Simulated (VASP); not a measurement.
Crystal: BeTe.

```
Be Te
1.0
     0.00000    2.77000    2.77000
     2.77000    0.00000    2.77000
     2.77000    2.77000    0.00000
Be Te
1 1
Direct
  0.00000 0.00000 0.00000
  0.25000 0.25000 0.25000
```

- Program: VASP 6.6.1
- Task: relaxation of cell and atoms
- Functional: PBE
- Potentials or basis: VASP PAW PBE potentials, release 64 (Be, Te)
- Cutoff: 600 eV
- k mesh: 8 × 8 × 8
- Occupations: gaussian, width 0.03 eV
- Spin: no spin polarisation

At the start: pressure 4.5 GPa; volume 21.25 Å³/atom.

Q: Where does the relaxation end?

A: Over 3 steps the energy falls by 19.8 meV/atom and the volume is 22.76 Å³/atom (+7.1 %); space group F-43m (No. 216, to 0.05 Å).

Step by step:
```tsv
step	energy change (eV)	largest force (eV/Å)	pressure (GPa)	volume (Å³)
1	0.0000	0.0000	4.45	42.51
2	-0.0377	0.0000	-0.85	46.25
3	-0.0396	0.0000	0.01	45.52
```

Final structure:
```yaml
crystal:
  lattice:
    - [0.00000, 2.83399, 2.83399]
    - [2.83399, 0.00000, 2.83399]
    - [2.83399, 2.83399, 0.00000]
  atoms:
    - { symbol: Be, position: [0.00000, 0.00000, 0.00000] }
    - { symbol: Te, position: [0.25000, 0.25000, 0.25000] }
```
